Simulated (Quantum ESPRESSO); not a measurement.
Write the native input for Quantum ESPRESSO 7.5 that does the following.

```
Task                        : band structure
Functional                  : LDA
Potentials or basis         : PseudoDojo 0.4.1 SR LDA standard
Cutoff                      : 925 eV
Density cutoff              : 3701 eV
k mesh                      : 8 × 8 × 8
Occupations                 : fermi-dirac, width 0.05 eV
Spin                        : no spin polarisation
Form of the LDA correlation : PW92
Mixing beta                 : 0.5
Most SCF iterations         : 120
SCF threshold               : 2e-10 Ry
```

Crystal: Sr.

```
CELL_PARAMETERS angstrom
0.00000 3.04235 3.04235
3.04235 0.00000 3.04235
3.04235 3.04235 0.00000
ATOMIC_POSITIONS crystal
Sr 0.00000 0.00000 0.00000
```

These files were run (other wordings do the same):

pw.in

```
&CONTROL
  calculation = 'scf'
  prefix = 'pwscf'
  outdir = './tmp'
  pseudo_dir = './pseudo'
  tprnfor = .true.
  tstress = .true.
  disk_io = 'low'
/
&SYSTEM
  ibrav = 0
  nat = 1
  ntyp = 1
  ecutwfc = 68
  nbnd = 10
  occupations = 'smearing'
  smearing = 'fd'
  degauss = 0.00367493
/
&ELECTRONS
  conv_thr = 2d-10
  electron_maxstep = 120
  mixing_beta = 0.5
/
ATOMIC_SPECIES
Sr    87.6200 Sr.upf
CELL_PARAMETERS angstrom
   0.0000000000    3.0423500000    3.0423500000
   3.0423500000    0.0000000000    3.0423500000
   3.0423500000    3.0423500000    0.0000000000
ATOMIC_POSITIONS angstrom
Sr     0.0000000000    0.0000000000    0.0000000000
K_POINTS automatic
8 8 8 0 0 0
```

pp_density.in

```
&INPUTPP
  prefix = 'pwscf'
  outdir = './tmp'
  filplot = 'density.dat'
  plot_num = 0
/
&PLOT
  nfile = 1
  filepp(1) = 'density.dat'
  iflag = 3
  output_format = 6
  fileout = 'density.cube'
/
```

pp_potential.in

```
&INPUTPP
  prefix = 'pwscf'
  outdir = './tmp'
  filplot = 'potential.dat'
  plot_num = 11
/
&PLOT
  nfile = 1
  filepp(1) = 'potential.dat'
  iflag = 3
  output_format = 6
  fileout = 'potential.cube'
/
```

pp_elf.in

```
&INPUTPP
  prefix = 'pwscf'
  outdir = './tmp'
  filplot = 'elf.dat'
  plot_num = 8
/
&PLOT
  nfile = 1
  filepp(1) = 'elf.dat'
  iflag = 3
  output_format = 6
  fileout = 'elf.cube'
/
```

bands.in

```
&CONTROL
  calculation = 'bands'
  prefix = 'pwscf'
  outdir = './tmp'
  pseudo_dir = './pseudo'
  disk_io = 'low'
  verbosity = 'high'
/
&SYSTEM
  ibrav = 0
  nat = 1
  ntyp = 1
  ecutwfc = 68
  nbnd = 10
  occupations = 'smearing'
  smearing = 'fd'
  degauss = 0.00367493
/
&ELECTRONS
  conv_thr = 1d-08
  electron_maxstep = 120
  mixing_beta = 0.5
  diago_full_acc = .true.
/
ATOMIC_SPECIES
Sr    87.6200 Sr.upf
CELL_PARAMETERS angstrom
   0.0000000000    3.0423500000    3.0423500000
   3.0423500000    0.0000000000    3.0423500000
   3.0423500000    3.0423500000    0.0000000000
ATOMIC_POSITIONS angstrom
Sr     0.0000000000    0.0000000000    0.0000000000
K_POINTS crystal
60
 0.0000000000  0.0000000000  0.0000000000 1
 0.0625000000  0.0000000000  0.0625000000 1
 0.1250000000  0.0000000000  0.1250000000 1
 0.1875000000  0.0000000000  0.1875000000 1
 0.2500000000  0.0000000000  0.2500000000 1
 0.3125000000  0.0000000000  0.3125000000 1
 0.3750000000  0.0000000000  0.3750000000 1
 0.4375000000  0.0000000000  0.4375000000 1
 0.5000000000  0.0000000000  0.5000000000 1
 0.5000000000  0.0625000000  0.5625000000 1
 0.5000000000  0.1250000000  0.6250000000 1
 0.5000000000  0.1875000000  0.6875000000 1
 0.5000000000  0.2500000000  0.7500000000 1
 0.4375000000  0.3125000000  0.7500000000 1
 0.3750000000  0.3750000000  0.7500000000 1
 0.3375000000  0.3375000000  0.6750000000 1
 0.3000000000  0.3000000000  0.6000000000 1
 0.2625000000  0.2625000000  0.5250000000 1
 0.2250000000  0.2250000000  0.4500000000 1
 0.1875000000  0.1875000000  0.3750000000 1
 0.1500000000  0.1500000000  0.3000000000 1
 0.1125000000  0.1125000000  0.2250000000 1
 0.0750000000  0.0750000000  0.1500000000 1
 0.0375000000  0.0375000000  0.0750000000 1
 0.0000000000  0.0000000000  0.0000000000 1
 0.0625000000  0.0625000000  0.0625000000 1
 0.1250000000  0.1250000000  0.1250000000 1
 0.1875000000  0.1875000000  0.1875000000 1
 0.2500000000  0.2500000000  0.2500000000 1
 0.3125000000  0.3125000000  0.3125000000 1
 0.3750000000  0.3750000000  0.3750000000 1
 0.4375000000  0.4375000000  0.4375000000 1
 0.5000000000  0.5000000000  0.5000000000 1
 0.5250000000  0.4500000000  0.5250000000 1
 0.5500000000  0.4000000000  0.5500000000 1
 0.5750000000  0.3500000000  0.5750000000 1
 0.6000000000  0.3000000000  0.6000000000 1
 0.6250000000  0.2500000000  0.6250000000 1
 0.5833333333  0.2500000000  0.6666666667 1
 0.5416666667  0.2500000000  0.7083333333 1
 0.5000000000  0.2500000000  0.7500000000 1
 0.5000000000  0.2857142857  0.7142857143 1
 0.5000000000  0.3214285714  0.6785714286 1
 0.5000000000  0.3571428571  0.6428571429 1
 0.5000000000  0.3928571429  0.6071428571 1
 0.5000000000  0.4285714286  0.5714285714 1
 0.5000000000  0.4642857143  0.5357142857 1
 0.5000000000  0.5000000000  0.5000000000 1
 0.4821428571  0.4821428571  0.5357142857 1
 0.4642857143  0.4642857143  0.5714285714 1
 0.4464285714  0.4464285714  0.6071428571 1
 0.4285714286  0.4285714286  0.6428571429 1
 0.4107142857  0.4107142857  0.6785714286 1
 0.3928571429  0.3928571429  0.7142857143 1
 0.3750000000  0.3750000000  0.7500000000 1
 0.6250000000  0.2500000000  0.6250000000 1
 0.5937500000  0.1875000000  0.5937500000 1
 0.5625000000  0.1250000000  0.5625000000 1
 0.5312500000  0.0625000000  0.5312500000 1
 0.5000000000  0.0000000000  0.5000000000 1
```

Potentials or basis: PseudoDojo 0.4.1 SR LDA standard.

The run is started by

```sh
$ OMP_NUM_THREADS=1 pw.x -in pw.in > pw.out
$ OMP_NUM_THREADS=1 pp.x -in pp_density.in > pp_density.out
$ OMP_NUM_THREADS=1 pp.x -in pp_potential.in > pp_potential.out
$ OMP_NUM_THREADS=1 pp.x -in pp_elf.in > pp_elf.out
$ OMP_NUM_THREADS=1 pw.x -in bands.in > bands.out
```

It gave:

```json
{
 "Pressure": "-1.6 GPa",
 "Band gap on the k mesh": "none (metal or under the smearing width)"
}
```

Caveat: some levels on the path didn't converge.

Wall time 51 s on 1 thread of Arm Neoverse V1, with other jobs on the host, peak memory 0.1 GiB.
